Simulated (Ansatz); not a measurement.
Runs of Ansatz 0.2.0 on TaS2. The structure is trigonal, space group P-3m1 (No. 164). Conventional cell: a = 3.350 Å, b = 3.350 Å, c = 5.860 Å, α = 90.00°, β = 90.00°, γ = 120.00°. Around Ta (site symmetry -3m) lie 6 S at 2.43 Å. S (site symmetry 3m) is surrounded by 3 Ta at 2.43 Å. 

```tsv
task	level	spin	cell	k mesh	points for each segment of the path	gap on the mesh (eV)	pressure (GPa)	relaxed volume (Å³/atom)	largest force (eV/Å)
band structure	PBEsol	off	as given	9 × 9 × 5	14	none	4.4	-	0.99
band structure	LDA	SOC, no magnetisation	as given	7 × 7 × 4	14	none	1.3	-	0.74
relaxation of cell and atoms	PBEsol	off	relaxed	9 × 9 × 5	-	none	0.0	(a)	0.01
relaxation of cell and atoms	PBEsol+D3(BJ)	off	relaxed	9 × 9 × 5	-	-	0.0	17.34	-
relaxation of cell and atoms	PBEsol+D4	off	relaxed	9 × 9 × 5	-	-	0.0	(b)	-
```

Alike in all rows: potentials or basis Ansatz PAW; cutoff (eV) 420; smearing fermi-dirac 0.05 eV.

Task: Estimate the missing entries.

Result: (a) 18.86; (b) 18.04.

Caveats: the PAW data sets come from PBE, with cores solved anew for the run's functional, which leaves a small shift of forces and pressure; the plane-wave basis is chosen anew once the cell has moved, so the energies of steps on either side of that aren't comparable (some runs); this functional lacks dispersion, which binds the layers, so the pressure and a relaxed spacing across them are unreliable (some runs); spin-orbit coupling is left out, which moves the levels of the heavy elements (some runs).

A k mesh can miss the band edges, and rows without SOC leave out spin-orbit coupling on Ta.

A gap of «none» marks a metal or a gap under the smearing width.

Runs at the PBE level aren't shown here.
